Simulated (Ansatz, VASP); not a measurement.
# One calculation of GaN, two programs

INCAR

```
SYSTEM = GaN
PREC     = Accurate       ! precision mode
ENCUT    = 520            ! plane-wave cutoff, eV
EDIFF    = 1E-6           ! SCF threshold, eV
ISMEAR   = 0              ! smearing method
SIGMA    = 0.02           ! smearing width, eV
LREAL    = .False.        ! projectors in reciprocal space
LASPH    = .True.         ! aspherical terms in the spheres
NELM     = 60             ! most SCF steps
ALGO     = Normal         ! electronic algorithm
ISIF     = 2              ! what is computed and relaxed
LWAVE    = .False.        ! write WAVECAR
LCHARG   = .True.         ! write CHGCAR
GGA      = PE             ! functional
LELF     = .True.         ! ELF
LVHAR    = .True.       
NBANDS   = 16             ! bands
```

File KPOINTS:

```
Automatic mesh
0
Gamma
  10 10 10
  0 0 0
```

File POSCAR:

```
GaN
1.0
    0.0000000000      2.2278124417      2.2278124417
    2.2278124417      0.0000000000      2.2278124417
    2.2278124417      2.2278124417      0.0000000000
Ga N
1 1
Direct
    0.0000000000      0.0000000000      0.0000000000
    0.7500000000      0.7500000000      0.7500000000
```

Input for Ansatz:

```yaml
crystal:
  lattice:
    - [0.0, 2.2278124417, 2.2278124417]
    - [2.2278124417, 0.0, 2.2278124417]
    - [2.2278124417, 2.2278124417, 0.0]
  atoms:
    - { symbol: Ga, position: [0.0, 0.0, 0.0] }
    - { symbol: "N", position: [0.75, 0.75, 0.75] }
basis:
  ecutwfc: 420
kpoints:
  mp_grid: { grid: [10, 10, 10] }
hamiltonian:
  xc: pbe
scf:
  occupations: { method: gaussian, width: 0.02 }
output:
  forces: true
  stress: true
  eigenvalues: true
```

Alike in both runs: task single point; functional PBE; k mesh 10 × 10 × 10; occupations gaussian, width 0.02 eV; no spin polarisation.

|  | VASP | Ansatz |
| --- | --- | --- |
| version | VASP 6.6.1 | Ansatz 0.2.0 |
| potentials or method | VASP PAW PBE potentials, release 64 (Ga_d, N) | scalar-relativistic, plane waves, PAW |
| plane-wave cutoff (eV) | 520 | 420 |
| valence electrons in the cell | 18 | 18 |

Ansatz gave:

* gap on the k mesh at the Fermi level (eV): 1.94
* least direct gap on the mesh (eV): 1.94
* pressure (GPa): 12.2

Q: Estimate VASP's values.

A: gap on the k mesh at the Fermi level (eV): 1.95; least direct gap on the mesh (eV): 1.95; pressure (GPa): 12.2.

A hybrid or GW would open this gap; PBE tends to underestimate it.
